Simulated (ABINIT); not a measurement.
CaO:

```
Ca O
1.0
     0.00000    2.40356    2.40356
     2.40356    0.00000    2.40356
     2.40356    2.40356    0.00000
Ca O
1 1
Cartesian
  0.0000 0.0000 0.0000
  2.4036 2.4036 2.4036
```

The cell is a database's computed one.

Program: ABINIT 10.8.3 (patched build). Alike in all runs: no spin polarisation; cell as given; k mesh 10 × 10 × 10; smearing fermi-dirac 0.05 eV.

Order these runs on this cell by their pressure, lowest first.
A. level LDA-PZ; potentials or basis JTH PAW LDA v2.0; cutoff (eV) 626; fine-grid cutoff 1224.51 eV
B. level BLYP; potentials or basis JTH PAW PBE v2.0; cutoff (eV) 626; fine-grid cutoff 1224.51 eV
C. level PBEsol; potentials or basis PseudoDojo NC SR PBEsol v0.4 stringent; cutoff (eV) 1252
D. level PBE; potentials or basis JTH PAW PBE v2.0; cutoff (eV) 626; fine-grid cutoff 1224.51 eV
E. level r2SCAN; potentials or basis JTH PAW PBE v2.0; cutoff (eV) 762; fine-grid cutoff 1360.57 eV

A (-7.1 GPa), C (-2.9 GPa), E (-1.3 GPa), D (1.5 GPa), B (4.1 GPa).

Caveats: the PAW data sets were made with another functional, which shifts forces and pressure a little (some runs).
